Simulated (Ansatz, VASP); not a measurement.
**Two plane-wave programs on Ag**

File INCAR:

```
SYSTEM = Ag
PREC = Accurate
ENCUT = 520
EDIFF = 1E-7
ISMEAR = -1
SIGMA = 0.1
LREAL = .False.
LASPH = .True.
NELM = 100
ALGO = Normal
ISIF = 2
LWAVE = .False.
LCHARG = .True.
GGA = B5
ALDAX = 1.0
AGGAX = 1.0
AGGAC = 1.0
ALDAC = 0.0
LELF = .True.
LVHAR = .True.
NBANDS = 12
```

File KPOINTS:

```
regular mesh
0
Gamma
  21 21 21
  0 0 0
```

Contents of POSCAR:

```
Ag
1.0
    0.0000000000      2.0706185142      2.0706185142
    2.0706185142      0.0000000000      2.0706185142
    2.0706185142      2.0706185142      0.0000000000
Ag
1
Direct
    0.0000000000      0.0000000000      0.0000000000
```

Input for Ansatz:

```yaml
crystal:
  lattice:
    - [0.0, 2.0706185142, 2.0706185142]
    - [2.0706185142, 0.0, 2.0706185142]
    - [2.0706185142, 2.0706185142, 0.0]
  atoms:
    - { symbol: Ag, position: [0.0, 0.0, 0.0] }
hamiltonian:
  xc: blyp
  pseudopotentials:
    kind: paw
    azcp:
      Ag: "pseudopotentials/Ag.paw.azcp"
basis:
  ecutwfc: 420
  fft_grid_basis: typed
kpoints:
  mp_grid: { grid: [21, 21, 21], shift: [0, 0, 0] }
magnetization:
  spin_polarized: false
scf:
  occupations: { method: fermi_dirac, width: 0.1 }
output:
  stress: true
```

Alike in both runs: task single point; functional BLYP; k mesh 21 × 21 × 21; occupations fermi-dirac, width 0.1 eV; no spin polarisation.

|  | VASP | Ansatz |
| --- | --- | --- |
| version | VASP 6.6.1 | Ansatz 0.2.0 |
| potentials or method | VASP PAW PBE potentials, release 64 (Ag) | plane waves (420 eV) with PAW, scalar-relativistic |
| plane-wave cutoff (eV) | 520 | 420 |
| valence electrons in the cell | 11 | 19 |

Ansatz gave:

```
pressure (GPa) : 7.3
```

Q: What did VASP give for the same quantities?

A: Pressure (GPa): 7.4.

The two sets of potentials don't hold the same shells in valence.

Caveats: the PAW data sets were made with another functional, which shifts forces and pressure a little (VASP).
